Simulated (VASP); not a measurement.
GaP in VASP: the effect of functional

GaP:

```xyz
2
Lattice="0.0000 2.7252 2.7252 2.7252 0.0000 2.7252 2.7252 2.7252 0.0000" Properties=species:S:1:pos:R:3 pbc="T T T"
Ga    0.0000    0.0000    0.0000
P     4.0879    4.0879    4.0879
```

Alike in all runs:

- Program: VASP 6.6.1
- Task: relaxation of cell and atoms
- Cutoff: 600 eV
- k mesh: 8 × 8 × 8
- Occupations: fermi-dirac, width 0.05 eV
- Spin: no spin polarisation

Each run relaxes the cell or the atoms first.

```tsv
functional	potentials or basis	relaxed volume (Å³/atom)	gap on the mesh (eV)
LDA	VASP PAW LDA potentials, release 64 (Ga_d, P)	19.61	1.43
PBEsol	VASP PAW PBE potentials, release 64 (Ga_d, P)	20.09	1.50
RPBE	VASP PAW PBE potentials, release 64 (Ga_d, P)	21.41	1.50
revPBE	VASP PAW PBE potentials, release 64 (Ga_d, P)	21.25	1.53
BLYP	VASP PAW PBE potentials, release 64 (Ga_d, P)	?	?
AM05	VASP PAW PBE potentials, release 64 (Ga_d, P)	20.14	1.59
PW91	VASP PAW PBE potentials, release 64 (Ga_d, P)	20.84	1.57
r2SCAN	VASP PAW PBE potentials, release 64 (Ga_d, P)	20.24	1.90
SCAN	VASP PAW PBE potentials, release 64 (Ga_d, P)	20.19	1.87
optB88-vdW	VASP PAW PBE potentials, release 64 (Ga_d, P)	20.78	1.49
vdW-DF-cx	VASP PAW PBE potentials, release 64 (Ga_d, P)	20.24	1.58
rev-vdW-DF2	VASP PAW PBE potentials, release 64 (Ga_d, P)	20.53	1.57
```

Q: What does the run with functional BLYP give?

A: Relaxed volume 21.97 Å³/atom; gap on the mesh 1.05 eV.

Caveats: the PAW data sets were made with another functional, which shifts forces and pressure a little (some runs); the relaxation stopped at its first step, so nothing moved (some runs).

A k mesh can miss the band edges.

Runs at the PBE level aren't shown here.
